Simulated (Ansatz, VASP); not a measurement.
Ga in VASP and in Ansatz

INCAR

```
ALGO = Normal
EDIFF = 1E-6
ENCUT = 520
ISIF = 2
ISMEAR = -1
LASPH = T
LCHARG = F
LREAL = F
LWAVE = F
NBANDS = 12
NELM = 60
PREC = Accurate
SIGMA = 0.1
```

File KPOINTS:

```
k-points
0
Gamma
  13 13 13
```

The input POSCAR:

```
Ga
1.0
    2.6248563503      0.0000000000      0.0000000000
    0.0000000000      2.6248563503      0.0000000000
    0.0000000000      0.0000000000      2.6248563503
Ga
1
Direct
    0.0000000000      0.0000000000      0.0000000000
```

Input for Ansatz:

```yaml
crystal:
  lattice:
    - [2.6248563503, 0.0, 0.0]
    - [0.0, 2.6248563503, 0.0]
    - [0.0, 0.0, 2.6248563503]
  atoms:
    - { symbol: Ga, position: [0.0, 0.0, 0.0] }
hamiltonian:
  xc: lda
  pseudopotentials:
    kind: paw
    azcp:
      Ga: "pseudopotentials/Ga.paw.azcp"
basis:
  ecutwfc: 420
  fft_grid_basis: typed
kpoints:
  mp_grid: { grid: [13, 13, 13], shift: [0, 0, 0] }
magnetization:
  spin_polarized: false
scf:
  occupations: { method: fermi_dirac, width: 0.1 }
  lower_state_search: "off"
output:
  stress: true
  write_density: true
  write_potential: true
  elf: true
  volumetric_format: npy
```

Alike in both runs: task single point; functional LDA; k mesh 13 × 13 × 13; occupations fermi-dirac, width 0.1 eV; no spin polarisation.

|  | VASP | Ansatz |
| --- | --- | --- |
| version | VASP 6.6.1 | Ansatz 0.2.0 |
| potentials or method | VASP PAW LDA potentials, release 64 (Ga_d) | plane waves (420 eV) with PAW, scalar-relativistic |
| plane-wave cutoff (eV) | 520 | 420 |
| valence electrons in the cell | 13 | 13 |

VASP gave:

```
pressure (GPa) : 0.0
```

Task: Estimate Ansatz's values.

Result: Pressure (GPa): 0.1.

Ansatz warned: «pseudo_functional_mismatch».
